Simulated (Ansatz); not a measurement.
Runs of Ansatz 0.2.0 on Ti. It takes space group P6_3/mmc (No. 194, hexagonal). Conventional cell: a = 2.950 Å, b = 2.950 Å, c = 4.680 Å, α = 90.00°, β = 90.00°, γ = 120.00°. Ti (site symmetry -6m2) is surrounded by 12 Ti at 2.89 to 2.95 Å. 

| task | level | cutoff (eV) | atoms under strain | q mesh | points for each segment of the path | gap on the mesh (eV) | V0 of scaled cells (Å³/atom) | B0 (GPa) |
| --- | --- | --- | --- | --- | --- | --- | --- | --- |
| equation of state | r2SCAN | 500 | - | - | - | - | 17.32 | 118 |
| elastic constants | PBEsol | 420 | clamped | - | - | none | - | - |
| phonons | PBEsol | 420 | - | 2 × 2 × 2 | 8 | none | - | - |
| equation of state | PBE | 420 | - | - | - | - | 17.40 | (a) |

Alike in all rows: potentials or basis Ansatz PAW; no spin polarisation; cell as given; k mesh 10 × 10 × 6; smearing fermi-dirac 0.05 eV.

**Question.** Fill in the values left out.

**Answer.** (a) 111.

Caveats: the cell was scaled at fixed shape and fractional positions, which overstates the stiffness of a crystal with free parameters, most of all of layers and chains (some runs); the PAW data sets come from PBE, with cores solved anew for the run's functional, which leaves a small shift of forces and pressure (some runs); the PAW data sets were made with another functional, which shifts forces and pressure a little (some runs); the cell is more than 3 GPa from zero pressure, which shifts response properties (some runs); elastic constants of metals need much finer meshes, so these are rough (some runs).

A gap of «none» marks a metal or a gap under the smearing width.
